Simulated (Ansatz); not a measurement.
Runs of Ansatz 0.2.0 on N. It takes space group P6_3/mmc (No. 194, hexagonal). Conventional cell: a = 2.519 Å, b = 2.519 Å, c = 2.446 Å, α = 90.00°, β = 90.00°, γ = 120.00°. N (site symmetry -6m2) has 6 N at 1.90 Å as nearest neighbours. The real solid is made of molecules; this cell is a model form.

| task | level | k mesh | cutoff (eV) | smearing | gap on the mesh (eV) | pressure (GPa) |
| --- | --- | --- | --- | --- | --- | --- |
| atomic charges | LDA | 12 × 12 × 11 | 346 | fermi-dirac 0.02 eV | none | -7.3 |
| single point | RPBE | 12 × 12 × 11 | 345 | gaussian 0.02 eV | none | 15.5 |
| elastic constants | PBEsol | 9 × 9 × 8 | 366 | tetrahedron | none | 0.4 |
| single point | LDA | 12 × 12 × 11 | 346 | gaussian 0.02 eV | none | (a) |

Alike in all rows: potentials or basis all-electron LAPW, scalar-relativistic; no spin polarisation; cell as given; basis error allowed 0.001 eV/atom.

Question: Estimate the missing entries.

Answer: (a) -7.4.

Caveats: so large a pressure means that the cell lies far from this level's equilibrium, or that cutoff or potentials fall short (some runs); the k mesh is thin for a metal, which can move the energy by tens of meV per atom (some runs); a metal's response needs a denser mesh (some runs); the elastic tensor has a negative eigenvalue, so either the cell is unstable as it stands or the mesh is too thin (some runs); with tetrahedron occupations forces and stress needn't match the slope of the energy (some runs).

A gap of «none» marks a metal or a gap under the smearing width.

Runs at the PBE level aren't shown here.
